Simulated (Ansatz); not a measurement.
This Ansatz 0.2.0 run on Fe needs a look.

run.py

```python
import json

import ase.io
import numpy as np
import spglib

import ansatz as az

atoms = ase.io.read("Fe.cif")
cell, frac, numbers = spglib.find_primitive((atoms.cell[:], atoms.get_scaled_positions(), atoms.numbers), symprec=1e-5)
atoms = ase.Atoms(numbers, cell=cell, scaled_positions=frac, pbc=True)
atoms.set_initial_magnetic_moments([3.0])

calculation = (
    az.Crystal.from_ase(atoms)
    .calculation()
    .kpoints(1, 1, 1)
    .functional("rpbe", dispersion="d4")
    .pseudopotentials(kind="paw", source="ansatz")
    .hubbard("Fe", "d", u_eff=7.0)
    .spin("collinear")
    .scf(max_iterations=60)
    .occupations(method="fermi_dirac", width=0.15)
    .forces()
    .stress()
    .band_table(publish=True)
)
outcome = calculation.run(threads=2, events_out="events.jsonl")

report = outcome.report
for line in open("events.jsonl"):
    event = json.loads(line)
    if event["event"] == "scf_iter":
        d = event["data"]
        print(f"SCF {d['iter']:3d}  HF = {d['harris_foulkes_ev']:.6f} eV  dr2 = {d['dr2_ev']:.2e} eV")
    elif event["event"] in ("relax_step", "md_step"):
        d = event["data"]
        print(f"{event['event']} {d['step']:3d}  E = {d['lagrangian_ev']:.6f} eV")
np.set_printoptions(precision=5, suppress=True, linewidth=110)
print("converged:", report["converged"], "after", report["n_iterations"], "iterations")
print(f"free energy {report['free_energy_ev']:.6f} eV, Fermi level {report['fermi_energy_ev']:.4f} eV")
for key in ("band_edges_ev", "magnetization_mub", "site_moments_mub", "site_moments_nc_mub", "forces_ev_ang",
                "stress_gpa"):
    if report.get(key) is not None:
        print(key, np.array(report[key]), sep="\n")
```

File Fe.cif:

```cif
data_Fe
_cell_length_a 2.88600000
_cell_length_b 2.88600000
_cell_length_c 2.88600000
_cell_angle_alpha 90.00000000
_cell_angle_beta 90.00000000
_cell_angle_gamma 90.00000000
_space_group_name_H-M_alt 'Im-3m'
_space_group_name_Hall '-I 4 2 3'
_space_group_IT_number 229
loop_
_space_group_symop_operation_xyz
'x,y,z'
'-x,-y,-z'
'-y,x,z'
'y,-x,-z'
'-x,-y,z'
'x,y,-z'
'y,-x,z'
'-y,x,-z'
'x,-y,-z'
'-x,y,z'
'-y,-x,-z'
'y,x,z'
'-x,y,-z'
'x,-y,z'
'y,x,-z'
'-y,-x,z'
'z,x,y'
'-z,-x,-y'
'z,-y,x'
'-z,y,-x'
'z,-x,-y'
'-z,x,y'
'z,y,-x'
'-z,-y,x'
'-z,x,-y'
'z,-x,y'
'-z,-y,-x'
'z,y,x'
'-z,-x,y'
'z,x,-y'
'-z,y,x'
'z,-y,-x'
'y,z,x'
'-y,-z,-x'
'x,z,-y'
'-x,-z,y'
'-y,z,-x'
'y,-z,x'
'-x,z,y'
'x,-z,-y'
'-y,-z,x'
'y,z,-x'
'-x,-z,-y'
'x,z,y'
'y,-z,-x'
'-y,z,x'
'x,-z,y'
'-x,z,-y'
'x+1/2,y+1/2,z+1/2'
'-x+1/2,-y+1/2,-z+1/2'
'-y+1/2,x+1/2,z+1/2'
'y+1/2,-x+1/2,-z+1/2'
'-x+1/2,-y+1/2,z+1/2'
'x+1/2,y+1/2,-z+1/2'
'y+1/2,-x+1/2,z+1/2'
'-y+1/2,x+1/2,-z+1/2'
'x+1/2,-y+1/2,-z+1/2'
'-x+1/2,y+1/2,z+1/2'
'-y+1/2,-x+1/2,-z+1/2'
'y+1/2,x+1/2,z+1/2'
'-x+1/2,y+1/2,-z+1/2'
'x+1/2,-y+1/2,z+1/2'
'y+1/2,x+1/2,-z+1/2'
'-y+1/2,-x+1/2,z+1/2'
'z+1/2,x+1/2,y+1/2'
'-z+1/2,-x+1/2,-y+1/2'
'z+1/2,-y+1/2,x+1/2'
'-z+1/2,y+1/2,-x+1/2'
'z+1/2,-x+1/2,-y+1/2'
'-z+1/2,x+1/2,y+1/2'
'z+1/2,y+1/2,-x+1/2'
'-z+1/2,-y+1/2,x+1/2'
'-z+1/2,x+1/2,-y+1/2'
'z+1/2,-x+1/2,y+1/2'
'-z+1/2,-y+1/2,-x+1/2'
'z+1/2,y+1/2,x+1/2'
'-z+1/2,-x+1/2,y+1/2'
'z+1/2,x+1/2,-y+1/2'
'-z+1/2,y+1/2,x+1/2'
'z+1/2,-y+1/2,-x+1/2'
'y+1/2,z+1/2,x+1/2'
'-y+1/2,-z+1/2,-x+1/2'
'x+1/2,z+1/2,-y+1/2'
'-x+1/2,-z+1/2,y+1/2'
'-y+1/2,z+1/2,-x+1/2'
'y+1/2,-z+1/2,x+1/2'
'-x+1/2,z+1/2,y+1/2'
'x+1/2,-z+1/2,-y+1/2'
'-y+1/2,-z+1/2,x+1/2'
'y+1/2,z+1/2,-x+1/2'
'-x+1/2,-z+1/2,-y+1/2'
'x+1/2,z+1/2,y+1/2'
'y+1/2,-z+1/2,-x+1/2'
'-y+1/2,z+1/2,x+1/2'
'x+1/2,-z+1/2,y+1/2'
'-x+1/2,z+1/2,-y+1/2'
loop_
_atom_site_label
_atom_site_type_symbol
_atom_site_symmetry_multiplicity
_atom_site_Wyckoff_symbol
_atom_site_fract_x
_atom_site_fract_y
_atom_site_fract_z
_atom_site_occupancy
Fe1 Fe 2 a 0.0000000000 0.0000000000 0.0000000000 1
```

Potentials or basis: Ansatz PAW earlier set.

The run is started by

```sh
$ python run.py
```

Output:

```text
DeckWarning: basis.ecutwfc = 844 eV, auto-derived from the records' recommended cutoffs: set by Fe (normal level)
PlacementWarning: RAYON_NUM_THREADS=2 ignored (pool sized by the plan → 2); use plan(threads=…)
RunWarning: this result is not held to the crystal's symmetry: a search behind the close, the SCF from the whole filling of its shells under DFT+U, one down a way that the close's least curvature shows or from a spin flipped beside it, or a hybrid's further exchange loop reached it with operations of the symmetry given up, or time reversal alone, or, in an antiferromagnet whose two spin channels the run had solved as images of o [...]
SCF   1  HF = -4492.976605 eV  dr2 = 5.86e-02 eV
SCF   2  HF = -4493.664819 eV  dr2 = 2.76e-02 eV
SCF   3  HF = -4493.983525 eV  dr2 = 1.06e-03 eV
SCF   4  HF = -4494.136631 eV  dr2 = 1.73e-05 eV
SCF   5  HF = -4494.211744 eV  dr2 = 1.41e-05 eV
SCF   6  HF = -4494.249123 eV  dr2 = 8.39e-06 eV
SCF   7  HF = -4494.285325 eV  dr2 = 3.34e-07 eV
SCF   8  HF = -4493.820869 eV  dr2 = 1.51e-05 eV
SCF   9  HF = -4494.285370 eV  dr2 = 7.86e-05 eV
SCF  10  HF = -4494.285370 eV  dr2 = 6.55e-05 eV
SCF  11  HF = -4494.285332 eV  dr2 = 1.40e-08 eV
SCF  12  HF = -4494.285333 eV  dr2 = 4.34e-09 eV
SCF  13  HF = -4493.822108 eV  dr2 = 1.84e-05 eV
SCF  14  HF = -4494.285333 eV  dr2 = 4.46e-09 eV
SCF  15  HF = -4494.285333 eV  dr2 = 5.82e-09 eV
SCF  16  HF = -4494.285332 eV  dr2 = 5.27e-12 eV
SCF   1  HF = -4496.531893 eV  dr2 = 4.25e-03 eV
SCF   2  HF = -4496.530754 eV  dr2 = 2.79e-04 eV
SCF   3  HF = -4496.530612 eV  dr2 = 1.93e-05 eV
SCF   4  HF = -4496.530603 eV  dr2 = 2.64e-08 eV
SCF   5  HF = -4496.530603 eV  dr2 = 2.64e-08 eV
converged: True after 5 iterations
free energy -4496.530603 eV, Fermi level 18.5879 eV
[... 2 lines left out ...]
magnetization_mub
4.0
site_moments_mub
[3.81792]
forces_ev_ang
[[ 0. -0. -0.]]
stress_gpa
[[-39.02572  -0.00946  -0.00189]
 [ -0.00946  49.28776   0.00036]
 [ -0.00189   0.00036  49.28754]]
```

**Question.** How did it end, and where is the flaw?

**Answer.** The run converged. The input holds a flaw that was put in on purpose: one k-point for a small cell (kpoints.mp_grid.grid = 1 × 1 × 1). The program doesn't stop on it, so the numbers can't be trusted though the run ends normally.
